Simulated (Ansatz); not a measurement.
**Al3N: reading a single point**

```xyz
4
Lattice="1.9647 3.4029 0.0000 -1.9647 3.4029 0.0000 0.0000 0.0000 4.1312" Properties=species:S:1:pos:R:3 pbc="T T T"
N     0.0000    0.0000    0.0000
Al    0.0000    0.0000    2.0656
Al    0.0000    2.2686    0.0000
Al    0.0000    4.5372    0.0000
```

Method: r2SCAN, no spin polarisation; PAW, plane waves to 500 eV, 10×10×8 Γ-centred mesh, methfessel-paxton occupations (width 0.1578 eV) (Ansatz 0.2.0), atoms fixed.

Task: What happens at the Fermi level?

Result: It is a metal, with about 1.6 states/eV a cell as the mean within 0.25 eV of the Fermi level, mostly Al p (47 %), Al s (31 %) and N p (16 %).

Task: Which element gives electrons and which takes them?

Result: Bader charges in e: Al +1.23 to +1.36, N -2.49. In the mean Al gives up most and N takes most. There are 3 density maxima away from the nuclei.

Task: What does the stress say?

Result: The pressure is 16.5 GPa (compression positive), so with the atoms held at these fractions the cell would first expand. The principal stresses -14.5, 32.0, 32.0 GPa differ, so its shape would change too.

Task: What is the formation energy?

Result: 1.15 eV an atom against the elements' usual phases (free molecules for gases, crystals otherwise, with no correction for O₂ or N₂), so at this geometry it isn't bound against them. Relaxing would lower it.

Origin: a known structure type with other elements, at an estimated volume, so it need not be a known compound. Caveats: many states at the Fermi level without spin polarisation, so a magnetic state may lie lower; wide smearing; atoms or cell far from equilibrium.
